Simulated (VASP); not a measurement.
# Se (P3_121) in VASP: further runs

One crystal, Se, is run at these levels: PBE; tasks: single point.

Everything below comes from runs of VASP 6.6.1. Logs are shortened: lines on timing, memory, paths and dates and some standing lists are left out, and cuts for length are marked.

**1. The structure**

It takes space group P3_121 (No. 152, trigonal). Conventional cell: a = 4.366 Å, b = 4.366 Å, c = 4.954 Å, α = 90.00°, β = 90.00°, γ = 120.00°. Around Se (site symmetry 2) lie 2 Se at 2.37 Å.

**2. Single point, PBE, spin-orbit coupling, no magnetisation**

Contents of INCAR:

```
PREC = Accurate
ENCUT = 650
EDIFF = 1E-7
ISMEAR = 0
SIGMA = 0.02
LREAL = F
LASPH = T
NELM = 100
ALGO = Normal
ISIF = 2
LWAVE = F
LCHARG = F
MAGMOM = 0 0 0 0 0 0 0 0 0
LORBIT = 11
LSORBIT = T
GGA_COMPAT = F
GGA = PE
NBANDS = 34
```

Contents of KPOINTS:

```
Automatic mesh
0
Gamma
  5 5 4
```

Contents of POSCAR:

```
Se
1.0
    4.3662000000      0.0000000000      0.0000000000
   -2.1831000000      3.7812401180      0.0000000000
    0.0000000000      0.0000000000      4.9536000000
Se
3
Direct
    0.7746000000      0.7746000000      0.0000000000
    0.0000000000      0.2254000000      0.6666666667
    0.2254000000      0.0000000000      0.3333333333
```

Potentials or basis: VASP PAW PBE potentials, release 64 (Se).

The run is started by

```
$ cat potpaw_PBE.64/Se/POTCAR > POTCAR
$ mpirun -np 1 vasp_ncl > vasp.out
```

OUTCAR:

```text
PREC = Accurate
   ENCUT = 650
   EDIFF = 1E-7
   ISMEAR = 0
   LREAL = F
   LASPH = T
   NELM = 100
   ISIF = 2
   LORBIT = 11
   LSORBIT = T
   GGA = PE

 Found     23 irreducible k-points:

 Following reciprocal coordinates:
            Coordinates               Weight
  0.000000  0.000000  0.000000      1.000000
  0.200000 -0.000000  0.000000      6.000000
  0.400000 -0.000000  0.000000      6.000000
  0.200000  0.200000  0.000000      3.000000
 -0.200000 -0.200000  0.000000      3.000000
  0.400000  0.200000  0.000000      3.000000
   k-points           NKPTS =     23   k-points in BZ     NKDIM =     23   number of bands    NBANDS=     34
   number of dos      NEDOS =    301   number of ions     NIONS =      3
   total plane-waves  NPLWV =  54432
   dimension x,y,z NGX =    36 NGY =   36 NGZ =   42
   dimension x,y,z NGXF=    72 NGYF=   72 NGZF=   84
   ions per type =               3
   NGX,Y,Z   is equivalent  to a cutoff of  13.71, 13.71, 14.10 a.u.
   NGXF,Y,Z  is equivalent  to a cutoff of  27.41, 27.41, 28.19 a.u.
 SYSTEM =  unknown system
   PREC   = accura    normal or accurate (medium, high low for compatibility)
   ISTART =      0    job   : 0-new  1-cont  2-samecut
   ICHARG =      2    charge: 1-file 2-atom 10-const
   ISPIN  =      1    spin polarized calculation?
   LNONCOLLINEAR =      T non collinear calculations
   LSORBIT =      T    spin-orbit coupling
   LASPH  =      T    aspherical Exc in radial PAW
   ENCUT  =  650.0 eV  47.77 Ry    6.91 a.u.   9.08  9.08 10.30*2*pi/ulx,y,z
   NELM   =    100;   NELMIN=  2; NELMDL= -5     # of ELM steps
   EDIFF  = 0.1E-06   stopping-criterion for ELM
   LREAL  =      F    real-space projection
   EDIFFG = 0.1E-05   stopping-criterion for IOM
   NSW    =      0    number of steps for IOM
   IBRION =     -1    ionic relax: 0-MD 1-quasi-New 2-CG
   NFREE  =      0    steps in history (QN), initial steepest desc. (CG)
   ISIF   =      2    stress and relaxation
   ISYM   =      2    0-nonsym 1-usesym 2-fastsym
   POTIM  = 0.5000    time-step for ionic-motion
   TEBEG  =    0.0;   TEEND  =   0.0 temperature during run
   PSTRESS=    0.0 pullay stress
   NELECT =      18.0000    total number of electrons
   NUPDOWN=      -1.0000    fix difference up-down
   EMIN   =  10.00;   EMAX   =-10.00  energy-range for DOS
   EFERMI =   0.00;   METHOD = LEGACY
   ISMEAR =     0;   SIGMA  =   0.02  broadening in eV -4-tet -1-fermi 0-gaus
   EFERMI_NEDOS =   21; number of points for ismear=-14 and -15
   IALGO  =     38    algorithm
   IMIX   =      4    mixing-type and parameters
     AMIX     =   0.40;   BMIX     =  1.00
     AMIX_MAG =   1.60;   BMIX_MAG =  1.00
  volume/ion in A,a.u.               =      27.26       183.96
  Fermi-wavevector in a.u.,A,eV,Ry     =   0.988430  1.867862 13.292817  0.976995
  Thomas-Fermi vector in A             =   2.119956
   LORBIT       =     11    0 simple, 1 ext, 2 COOP (PROOUT), +10 PAW based schemes
   GGA     = PE    functional components
   LHFCALC =     F    Hartree Fock is set to
   AEXX    =    0.0000 exact exchange contribution
   IVDW    =     0    specifies the selected vdW correction
   LEPSILON=     F    determine dielectric tensor
   LRPA    =     F    only Hartree local field effects (RPA)
 Gauss-broadening in eV      SIGMA  =   0.02
  energy-cutoff  :      650.00
  volume of cell :       81.78
 maximum number of plane-waves:      6208
   NGX = 19   NGY = 19   NGZ = 21

 number of electron      18.0000000 magnetization       0.0000000      0.0000000      0.0000000

 number of electron      18.0000000 magnetization      -0.0000000     -0.0000000     -0.0000000

 number of electron      18.0000000 magnetization       0.0000000      0.0000000     -0.0000000

 number of electron      18.0000000 magnetization       0.0000000     -0.0000000     -0.0000000

 Free energy of the ion-electron system (eV)
  ---------------------------------------------------
  ext. energy  EPLUGINS =         0.00000000
  ---------------------------------------------------
  free energy    TOTEN  =       -10.53595241 eV

  energy without entropy =      -10.53595241  energy(sigma->0) =      -10.53595241

 E-fermi :   2.8192     XC(G=0):  -8.8415

 val. band max:        2.6728837297   @ k =   0.4000   0.2000   0.5000
 cond. band min:       3.8584605532   @ k =   0.0000   0.0000   0.5000
 fundamental gap:      1.1855768235
 Fermi energy:         2.8191514129

 k-point     1 :       0.0000    0.0000    0.0000
  band No.  band energies     occupation
      1     -13.1707      1.00000
      2     -13.1707      1.00000
      3      -9.0484      1.00000
      4      -9.0484      1.00000
      5      -9.0472      1.00000
      6      -9.0472      1.00000
[... 22 lines left out ...]
     29       9.1626      0.00000
     30       9.1626      0.00000

 k-point     2 :       0.2000   -0.0000    0.0000
  band No.  band energies     occupation
      1     -13.0233      1.00000
      2     -13.0231      1.00000
      3      -9.1882      1.00000
      4      -9.1855      1.00000
      5      -9.0346      1.00000
      6      -9.0331      1.00000
[... 22 lines left out ...]
     29      10.2723      0.00000
     30      10.2937      0.00000

 k-point     3 :       0.4000   -0.0000    0.0000
  band No.  band energies     occupation
      1     -12.7441      1.00000
      2     -12.7440      1.00000
      3      -9.4848      1.00000
      4      -9.4832      1.00000
      5      -9.0104      1.00000
      6      -9.0095      1.00000
[... 22 lines left out ...]
     29      11.7343      0.00000
     30      11.7386      0.00000

 k-point     4 :       0.2000    0.2000    0.0000
  band No.  band energies     occupation
      1     -12.8040      1.00000
      2     -12.8038      1.00000
      3      -9.3529      1.00000
      4      -9.3491      1.00000
      5      -9.0881      1.00000
      6      -9.0852      1.00000
[... 22 lines left out ...]
     29      11.0571      0.00000
     30      11.0670      0.00000

 k-point     5 :      -0.2000   -0.2000    0.0000
  band No.  band energies     occupation
      1     -12.8040      1.00000
      2     -12.8038      1.00000
      3      -9.3529      1.00000
      4      -9.3491      1.00000
      5      -9.0881      1.00000
      6      -9.0852      1.00000
[... 22 lines left out ...]
     29      11.0571      0.00000
     30      11.0670      0.00000

 k-point     6 :       0.4000    0.2000    0.0000
  band No.  band energies     occupation
      1     -12.6486      1.00000
      2     -12.6485      1.00000
      3      -9.4561      1.00000
      4      -9.4545      1.00000
      5      -9.1551      1.00000
      6      -9.1537      1.00000
[... 22 lines left out ...]
     29      11.1577      0.00000
     30      11.1621      0.00000

 [... further k-points ...]

 [bands above 30 left out]

------------------------ aborting loop because EDIFF is reached ----------------------------------------

  FORCE on cell =-STRESS in cart. coord.  units (eV):
  Direction    XX          YY          ZZ          XY          YZ          ZX
  --------------------------------------------------------------------------------------
  -------------------------------------------------------------------------------------
  Total        1.2023441      1.2023441      2.1687783     -0.0000000      0.0000000      0.0000000
  in kB       23.5548618     23.5548618     42.4880614     -0.0000000      0.0000000      0.0000000
  external PRESSURE =      29.8659283 kB  Pullay stress =       0.0000000 kB

 VOLUME and BASIS-vectors are now :
 -----------------------------------------------------------------------------
  energy-cutoff  :      650.00
  volume of cell :       81.78
      direct lattice vectors                 reciprocal lattice vectors
     4.366200000  0.000000000  0.000000000     0.229032110  0.132231751  0.000000000
    -2.183100000  3.781240118  0.000000000     0.000000000  0.264463501  0.000000000
     0.000000000  0.000000000  4.953600000     0.000000000  0.000000000  0.201873385

 POSITION                                       TOTAL-FORCE (eV/Angst)
 -----------------------------------------------------------------------------------
      1.69103      2.92895      0.00000        -0.225085     -0.389859     -0.000000
     -0.49207      0.85229      3.30240        -0.225085      0.389859     -0.000000
      0.98414      0.00000      1.65120         0.450170     -0.000000      0.000000
 -----------------------------------------------------------------------------------
    total drift:                               -0.000000     -0.000000      0.000000

  FREE ENERGIE OF THE ION-ELECTRON SYSTEM (eV)
  ---------------------------------------------------
  free  energy   TOTEN  =       -10.5359524091 eV

  energy  without entropy=      -10.5359524091  energy(sigma->0) =      -10.53595241

 Spin-Orbit-Coupling matrix elements

 Ion:    1  E_soc:     -0.0451061
 l=   1
     0.0000000    -0.0072668    -0.0075752
    -0.0072668     0.0000000    -0.0077120
    -0.0075752    -0.0077120     0.0000000
 l=   2
     0.0000000     0.0000015     0.0000000     0.0000001     0.0000026
     0.0000015     0.0000000    -0.0000030    -0.0000008     0.0000016
     0.0000000    -0.0000030     0.0000000    -0.0000011     0.0000000
     0.0000001    -0.0000008    -0.0000011     0.0000000     0.0000001
     0.0000026     0.0000016     0.0000000     0.0000001     0.0000000
 l=   3
     0.0000000     0.0000000     0.0000000     0.0000000     0.0000000     0.0000000     0.0000000
     0.0000000     0.0000000     0.0000000     0.0000000     0.0000000     0.0000000     0.0000000
     0.0000000     0.0000000     0.0000000     0.0000000     0.0000000     0.0000000     0.0000000
     0.0000000     0.0000000     0.0000000     0.0000000     0.0000000     0.0000000     0.0000000
     0.0000000     0.0000000     0.0000000     0.0000000     0.0000000     0.0000000     0.0000000
     0.0000000     0.0000000     0.0000000     0.0000000     0.0000000     0.0000000     0.0000000
     0.0000000     0.0000000     0.0000000     0.0000000     0.0000000     0.0000000     0.0000000

 Ion:    2  E_soc:     -0.0451061
 l=   1
     0.0000000    -0.0072668    -0.0075752
    -0.0072668     0.0000000    -0.0077120
    -0.0075752    -0.0077120     0.0000000
 l=   2
     0.0000000     0.0000015     0.0000000     0.0000001     0.0000026
     0.0000015     0.0000000    -0.0000030    -0.0000008     0.0000016
     0.0000000    -0.0000030     0.0000000    -0.0000011     0.0000000
     0.0000001    -0.0000008    -0.0000011     0.0000000     0.0000001
     0.0000026     0.0000016     0.0000000     0.0000001     0.0000000
 l=   3
     0.0000000     0.0000000     0.0000000     0.0000000     0.0000000     0.0000000     0.0000000
     0.0000000     0.0000000     0.0000000     0.0000000     0.0000000     0.0000000     0.0000000
     0.0000000     0.0000000     0.0000000     0.0000000     0.0000000     0.0000000     0.0000000
     0.0000000     0.0000000     0.0000000     0.0000000     0.0000000     0.0000000     0.0000000
     0.0000000     0.0000000     0.0000000     0.0000000     0.0000000     0.0000000     0.0000000
     0.0000000     0.0000000     0.0000000     0.0000000     0.0000000     0.0000000     0.0000000
     0.0000000     0.0000000     0.0000000     0.0000000     0.0000000     0.0000000     0.0000000

 Ion:    3  E_soc:     -0.0451061
 l=   1
     0.0000000    -0.0079346    -0.0075752
    -0.0079346     0.0000000    -0.0070442
    -0.0075752    -0.0070442     0.0000000
 l=   2
     0.0000000    -0.0000006     0.0000000     0.0000023     0.0000026
    -0.0000006     0.0000000    -0.0000001    -0.0000008    -0.0000007
     0.0000000    -0.0000001     0.0000000    -0.0000040     0.0000000
     0.0000023    -0.0000008    -0.0000040     0.0000000     0.0000023
     0.0000026    -0.0000007     0.0000000     0.0000023     0.0000000
 l=   3
     0.0000000     0.0000000     0.0000000     0.0000000     0.0000000     0.0000000     0.0000000
     0.0000000     0.0000000     0.0000000     0.0000000     0.0000000     0.0000000     0.0000000
     0.0000000     0.0000000     0.0000000     0.0000000     0.0000000     0.0000000     0.0000000
     0.0000000     0.0000000     0.0000000     0.0000000     0.0000000     0.0000000     0.0000000
     0.0000000     0.0000000     0.0000000     0.0000000     0.0000000     0.0000000     0.0000000
     0.0000000     0.0000000     0.0000000     0.0000000     0.0000000     0.0000000     0.0000000
     0.0000000     0.0000000     0.0000000     0.0000000     0.0000000     0.0000000     0.0000000

 total charge

# of ion       s       p       d       tot
------------------------------------------
    1        1.512   2.184   0.058   3.754
    2        1.512   2.184   0.058   3.754
    3        1.512   2.184   0.058   3.754
--------------------------------------------------
tot          4.537   6.552   0.174  11.263

 magnetization (x)

# of ion       s       p       d       tot
------------------------------------------
    1        0.000   0.000   0.000   0.000
    2        0.000   0.000   0.000   0.000
    3       -0.000  -0.000  -0.000  -0.000
--------------------------------------------------
tot         -0.000  -0.000  -0.000  -0.000

 magnetization (y)

# of ion       s       p       d       tot
------------------------------------------
    1        0.000   0.000   0.000   0.000
    2       -0.000  -0.000  -0.000  -0.000
    3        0.000   0.000   0.000   0.000
--------------------------------------------------
tot          0.000   0.000   0.000   0.000

 magnetization (z)

# of ion       s       p       d       tot
------------------------------------------
    1        0.000   0.000   0.000   0.000
    2        0.000   0.000   0.000   0.000
    3       -0.000   0.000   0.000  -0.000
--------------------------------------------------
tot         -0.000   0.000   0.000  -0.000
```

Wall time 67 s (1 thread of Intel Xeon 6975P-C (Granite Rapids), shared host); peak memory 0.48 GiB.

These settings aren't checked as converged: the numbers below hold their error.

Results:

```yaml
Free_energy: -10.5360 eV
Pressure: 3.0 GPa
Largest_force: 0.450 eV/Å
Valence_electrons_inside_the_program's_atomic_spheres: Se 3.75
```

**3. Single point, PBE, spin-orbit coupling, no magnetisation**

Edit INCAR of step 2 so:

```diff
@@ -1,3 +1,3 @@
 PREC = Accurate
-ENCUT = 650
+ENCUT = 340
 EDIFF = 1E-7
```

Contents of KPOINTS:

```
Automatic mesh
0
Gamma
  7 7 6
```

POSCAR is that of step 2.

Potentials or basis: VASP PAW PBE potentials, release 64 (Se).

The run is started by

```
$ cat potpaw_PBE.64/Se/POTCAR > POTCAR
$ mpirun -np 1 vasp_ncl > vasp.out
```

Run time: 71 s. Hardware: 1 thread of Intel Xeon 6975P-C (Granite Rapids), shared host; peak memory 0.31 GiB.

These settings aren't checked as converged: the numbers below hold their error.

Results:

```yaml
Free_energy: -10.5358 eV
Pressure: 3.0 GPa
Largest_force: 0.450 eV/Å
Valence_electrons_inside_the_program's_atomic_spheres: Se 3.75
```

**4. Single point, PBE, spin-orbit coupling, no magnetisation**

Edit INCAR of step 3 so:

```diff
@@ -1,3 +1,3 @@
 PREC = Accurate
-ENCUT = 340
+ENCUT = 400
 EDIFF = 1E-7
```

KPOINTS is that of step 3.

POSCAR is that of step 3.

The run is started by

```
$ cat potpaw_PBE.64/Se/POTCAR > POTCAR
$ mpirun -np 1 vasp_ncl > vasp.out
```

Run time: 77 s. Hardware: 1 thread of Intel Xeon 6975P-C (Granite Rapids), shared host; peak memory 0.35 GiB.

These settings aren't checked as converged: the numbers below hold their error.

Results:

```yaml
Free_energy: -10.5364 eV
Pressure: 3.0 GPa
Largest_force: 0.449 eV/Å
Valence_electrons_inside_the_program's_atomic_spheres: Se 3.75
```
